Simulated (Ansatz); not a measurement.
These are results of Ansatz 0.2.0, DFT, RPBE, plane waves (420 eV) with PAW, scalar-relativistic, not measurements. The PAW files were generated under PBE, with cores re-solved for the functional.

An element in the bcc structure gives this curve. The cell is scaled uniformly from the relaxed one, with fractional coordinates and shape fixed. Energies are extrapolated to zero smearing, pressures are those at the given smearing. Magnetic state: spin not included.

```csv
V (Å³/atom),E − E₀ (meV/atom),P (GPa)
13.021,78.9,15.75
13.613,33.0,9.42
14.205,8.0,4.32
14.797,0.0,0.20
15.389,5.7,-3.14
15.981,22.6,-5.83
16.573,48.5,-7.96
```

Problem. Which element is it?
A. silicon
B. vanadium
C. molybdenum
D. manganese

Solution. A. Its fit is V₀ = 14.83 Å³/atom, B₀ = 92 GPa, B₀′ = 4.2.
